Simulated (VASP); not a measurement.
# CdS (Hawleyite) (F-43m) in VASP: further runs, part 2 of 2

VASP 6.6.1.

### Step 4. G0W0 quasiparticle levels, PBE

Input file POSCAR:

```
CdS
1.0
    0.0000000000      2.9165000000      2.9165000000
    2.9165000000      0.0000000000      2.9165000000
    2.9165000000      2.9165000000      0.0000000000
Cd S
1 1
Direct
    0.0000000000      0.0000000000      0.0000000000
    0.7500000000      0.7500000000      0.7500000000
```

Input file INCAR.step1:

```
SYSTEM = CdS
PREC = Accurate ; ENCUT = 450
EDIFF = 1E-8 ; ISMEAR = 0
SIGMA = 0.01 ; LREAL = .False.
LASPH = .True. ; NELM = 60
ALGO = Normal ; LWAVE = .True.
LCHARG = .False. ; GGA = PE
```

Input file INCAR.step2:

```
SYSTEM = CdS
PREC = Accurate ; ENCUT = 450
EDIFF = 1E-8 ; ISMEAR = 0
SIGMA = 0.01 ; LREAL = .False.
LASPH = .True. ; NELM = 1
ALGO = Exact ; LWAVE = .True.
LCHARG = .False. ; GGA = PE
NBANDS = 68 ; LOPTICS = .True.
ISTART = 1
```

Input file INCAR.step3:

```
SYSTEM = CdS
PREC = Accurate ; ENCUT = 450
EDIFF = 1E-8 ; ISMEAR = 0
SIGMA = 0.01 ; LREAL = .False.
LASPH = .True. ; ALGO = EVGW0
LWAVE = .False. ; LCHARG = .False.
GGA = PE ; NELMGW = 1
NBANDS = 68 ; ENCUTGW = 150
NOMEGA = 48 ; PRECFOCK = Fast
ISTART = 1 ; NBANDSGW = 17
```

Input file KPOINTS:

```
regular mesh
0
Gamma
  3 3 3
  0 0 0
```

Potentials or basis: VASP PAW PBE potentials, release 64 (Cd_GW, S_GW).

The run is started by

```bash
$ cat potpaw_PBE.64/Cd_GW/POTCAR potpaw_PBE.64/S_GW/POTCAR > POTCAR
$ cp INCAR.step1 INCAR
$ mpirun -np 1 vasp_std > vasp.out
$ cp INCAR.step2 INCAR
$ mpirun -np 1 vasp_std > vasp.out
$ cp INCAR.step3 INCAR
$ mpirun -np 1 vasp_std > vasp.out
```

OUTCAR:

```text
SYSTEM = CdS
   PREC = Accurate
   ENCUT = 450
   EDIFF = 1E-8
   ISMEAR = 0
   LREAL = .False.
   LASPH = .True.
   GGA = PE
   NELMGW = 1
   ENCUTGW = 150
   PRECFOCK = Fast
   ISTART = 1

 Found      4 irreducible k-points:

 Following reciprocal coordinates:
            Coordinates               Weight
  0.000000  0.000000  0.000000      1.000000
  0.333333  0.000000  0.000000      8.000000
  0.333333  0.333333  0.000000      6.000000
 -0.333333  0.333333  0.000000     12.000000
   k-points           NKPTS =      4   k-points in BZ     NKDIM =     27   number of bands    NBANDS=     68
   number of dos      NEDOS =    301   number of ions     NIONS =      2
   total plane-waves  NPLWV =  27000
   dimension x,y,z NGX =    30 NGY =   30 NGZ =   30
   dimension x,y,z NGXF=    60 NGYF=   60 NGZF=   60
   ions per type =               1   1
   NGX,Y,Z   is equivalent  to a cutoff of  12.09, 12.09, 12.09 a.u.
   NGXF,Y,Z  is equivalent  to a cutoff of  24.18, 24.18, 24.18 a.u.
 SYSTEM =  CdS
   PREC   = accura    normal or accurate (medium, high low for compatibility)
   ISTART =      1    job   : 0-new  1-cont  2-samecut
   ICHARG =      0    charge: 1-file 2-atom 10-const
   ISPIN  =      1    spin polarized calculation?
   LNONCOLLINEAR =      F non collinear calculations
   LSORBIT =      F    spin-orbit coupling
   LASPH  =      T    aspherical Exc in radial PAW
   ENCUT  =  450.0 eV  33.07 Ry    5.75 a.u.   7.13  7.13  7.13*2*pi/ulx,y,z
   NELM   =     60;   NELMIN=  2; NELMDL=  0     # of ELM steps
   EDIFF  = 0.1E-07   stopping-criterion for ELM
   LREAL  =      F    real-space projection
   EDIFFG = 0.1E-06   stopping-criterion for IOM
   NSW    =      0    number of steps for IOM
   IBRION =     -1    ionic relax: 0-MD 1-quasi-New 2-CG
   NFREE  =      0    steps in history (QN), initial steepest desc. (CG)
   ISIF   =      0    stress and relaxation
   ISYM   =      3    0-nonsym 1-usesym 2-fastsym
   POTIM  = 0.5000    time-step for ionic-motion
   TEBEG  =    0.0;   TEEND  =   0.0 temperature during run
   PSTRESS=    0.0 pullay stress
   NELECT =      18.0000    total number of electrons
   NUPDOWN=      -1.0000    fix difference up-down
   EMIN   =  10.00;   EMAX   =-10.00  energy-range for DOS
   EFERMI =   0.00;   METHOD = LEGACY
   ISMEAR =     0;   SIGMA  =   0.01  broadening in eV -4-tet -1-fermi 0-gaus
   EFERMI_NEDOS =   21; number of points for ismear=-14 and -15
   IALGO  =     38    algorithm
   IMIX   =      4    mixing-type and parameters
     AMIX     =   0.40;   BMIX     =  1.00
     AMIX_MAG =   1.60;   BMIX_MAG =  1.00
  volume/ion in A,a.u.               =      24.81       167.41
  Fermi-wavevector in a.u.,A,eV,Ry     =   1.167599  2.206442 18.548649  1.363287
  Thomas-Fermi vector in A             =   2.304097
   LORBIT       =      0    0 simple, 1 ext, 2 COOP (PROOUT), +10 PAW based schemes
   GGA     = PE    functional components
   LHFCALC =     T    Hartree Fock is set to
   PRECFOCK=fast      Normal, Fast or Accurate (Low or Medium for compatibility)
   ENCUT4O =  -1.0   cutoff for four orbital integrals eV
   NKREDX  =     1    reduce k-point grid by
   NKREDY  =     1    reduce k-point grid by
   NKREDZ  =     1    reduce k-point grid by
   AEXX    =    1.0000 exact exchange contribution
   HFSCREEN=    0.0000 screening length (either q_TF or 0.3 A-1)
   HFSCREENC=   0.0000 screening length for correlation (either q_TF or 0.3 A-1)
   ENCUTFOCK=  -1.0 apply spherical cutoff to Coloumb kernel
   IVDW    =     0    specifies the selected vdW correction
   LEPSILON=     F    determine dielectric tensor
   LRPA    =     F    only Hartree local field effects (RPA)
   LRPAFORCE           =     F    calculate RPA forces
   ENCUTGW             = 150.0    cutoff for response function in eV
   ENCUTGWSOFT         = 120.0    soft cutoff for Coulomb kernel in GW response function in eV
   ENCUTLF             =  -1.0    cutoff for local field effects
   NELMGW              =     1    number of iterations in solving QP/BSE equation
   NELMHF              =     1    number of iterations in the inner HF iteration
   NKREDLFX            =     1    NKREDLFY  =   1   NKREDLFZ  =   1
 non-spin polarized calculation
 Gauss-broadening in eV      SIGMA  =   0.01
  energy-cutoff  :      450.00
  volume of cell :       49.62
 maximum number of plane-waves:      1089
 NGX is ok and might be reduce to    30
  NGX = 16; NGY = 16; NGZ = 16
   NGX = 15   NGY = 15   NGZ = 15
 maximum number of plane-waves:       212

 QP shifts <psi_nk| G(iteration)W_0 |psi_nk>: iteration 1
 for sc-GW calculations column KS-energies equals QP-energies in previous step
 and V_xc(KS)=  KS-energies - (<T + V_ion + V_H > + <T+V_H+V_ion>^1  + <V_x>^1)

 k-point   1 :       0.0000    0.0000    0.0000
  band No.  KS-energies  QP-energies   sigma(KS)   V_xc(KS)     V^pw_x(r,r')   Z            occupation Imag(sigma)

      1      -9.6269      -9.8647     -13.3669     -12.9919     -20.9027       0.6341       2.0000       1.2091
      2      -5.0684      -6.3367     -17.0233     -15.1709     -22.9360       0.6847       2.0000       0.3489
      3      -5.0684      -6.3367     -17.0233     -15.1709     -22.9360       0.6847       2.0000       0.3489
      4      -5.0684      -6.3367     -17.0233     -15.1709     -22.9360       0.6847       2.0000       0.3489
      5      -4.5976      -5.9567     -17.4547     -15.4962     -23.2435       0.6939       2.0000       0.3145
      6      -4.5976      -5.9567     -17.4547     -15.4962     -23.2435       0.6939       2.0000       0.3145
[... 9 lines left out ...]
     16      14.1407      14.2805      -7.7029      -7.8901      -2.3983       0.7471       0.0000      -0.3739
     17      15.9596      15.9506      -7.2278      -7.2158      -2.1079       0.7501       0.0000      -0.4782

 k-point   2 :       0.3333    0.0000    0.0000
  band No.  KS-energies  QP-energies   sigma(KS)   V_xc(KS)     V^pw_x(r,r')   Z            occupation Imag(sigma)

      1      -9.3038      -9.5564     -13.8202     -13.4191     -21.2667       0.6298       2.0000       1.1225
      2      -4.9703      -6.2512     -17.1112     -15.2474     -23.0090       0.6873       2.0000       0.3473
      3      -4.9703      -6.2512     -17.1112     -15.2474     -23.0090       0.6873       2.0000       0.3473
      4      -4.5971      -5.8393     -16.8427     -15.0455     -22.6116       0.6912       2.0000       0.3542
      5      -4.5807      -5.9409     -17.4735     -15.5178     -23.2754       0.6955       2.0000       0.3139
      6      -4.5807      -5.9409     -17.4735     -15.5178     -23.2754       0.6955       2.0000       0.3139
[... 9 lines left out ...]
     16      13.7010      14.2425      -9.2817     -10.0127      -4.4381       0.7408       0.0000      -0.2763
     17      18.3220      18.9493      -9.4542     -10.2802      -3.6687       0.7595       0.0000      -0.7789

 k-point   3 :       0.3333    0.3333    0.0000
  band No.  KS-energies  QP-energies   sigma(KS)   V_xc(KS)     V^pw_x(r,r')   Z            occupation Imag(sigma)

      1      -9.2013      -9.4624     -13.9757     -13.5609     -21.3927       0.6297       2.0000       1.0942
      2      -4.8462      -6.1369     -16.7834     -14.9175     -22.5267       0.6918       2.0000       0.3476
      3      -4.8208      -6.1187     -17.2888     -15.4114     -23.1891       0.6913       2.0000       0.3394
      4      -4.8208      -6.1187     -17.2888     -15.4114     -23.1891       0.6913       2.0000       0.3394
      5      -4.5327      -5.8969     -17.5247     -15.5674     -23.3312       0.6970       2.0000       0.3183
      6      -4.4825      -5.7557     -17.0523     -15.2174     -22.8132       0.6939       2.0000       0.3380
[... 9 lines left out ...]
     16      18.0285      18.2442      -7.8807      -8.1650      -2.5435       0.7589       0.0000      -0.6056
     17      18.1520      18.8628     -10.0493     -11.0075      -4.2656       0.7419       0.0000      -0.7445

 k-point   4 :      -0.3333    0.3333    0.0000
  band No.  KS-energies  QP-energies   sigma(KS)   V_xc(KS)     V^pw_x(r,r')   Z            occupation Imag(sigma)

      1      -9.0987      -9.3749     -14.1612     -13.7258     -21.5520       0.6343       2.0000       1.0653
      2      -4.8899      -6.1891     -17.0859     -15.2036     -22.9342       0.6902       2.0000       0.3446
      3      -4.8169      -6.1139     -17.2916     -15.4167     -23.1912       0.6918       2.0000       0.3394
      4      -4.6468      -6.0016     -17.3696     -15.4189     -23.1757       0.6945       2.0000       0.3217
      5      -4.5750      -5.9368     -17.4640     -15.5085     -23.2673       0.6964       2.0000       0.3183
      6      -4.0334      -5.2617     -17.3602     -15.5957     -23.1416       0.6961       2.0000       0.3344
[... 9 lines left out ...]
     16      17.1131      17.6755      -9.3997     -10.1620      -3.8311       0.7378       0.0000      -0.5691
     17      17.7266      18.4479     -10.0559     -11.0242      -4.1776       0.7449       0.0000      -0.7429
```

Wall time 42 s (1 thread of Intel Xeon 6975P-C (Granite Rapids), shared host); peak memory 0.31 GiB.

The run converged, but some of its settings lie outside the range that counts as converged, so its numbers aren't taken as properties of the crystal.

What came out:

```
Band gap on the k mesh, mean-field level : 1.10 eV, direct
Quasiparticle gap                        : 1.77 eV
Least direct quasiparticle gap           : 1.77 eV
```

Caveat: the k mesh is coarse (spacing up to 0.62 Å⁻¹), so the values aren't converged; bands, screening cutoff and mesh are small and nothing is extrapolated, so the quasiparticle values aren't converged.

### Step 5. The reference run

An earlier run on the cell as given: functional PBE; potentials or basis VASP PAW PBE potentials, release 64 (Cd, S); cutoff 520 eV; k mesh 8 × 8 × 8; occupations fermi-dirac, width 0.05 eV; no spin polarisation.

* Pressure: 3.2 GPa
* Band gap on the k mesh: 1.15 eV, direct
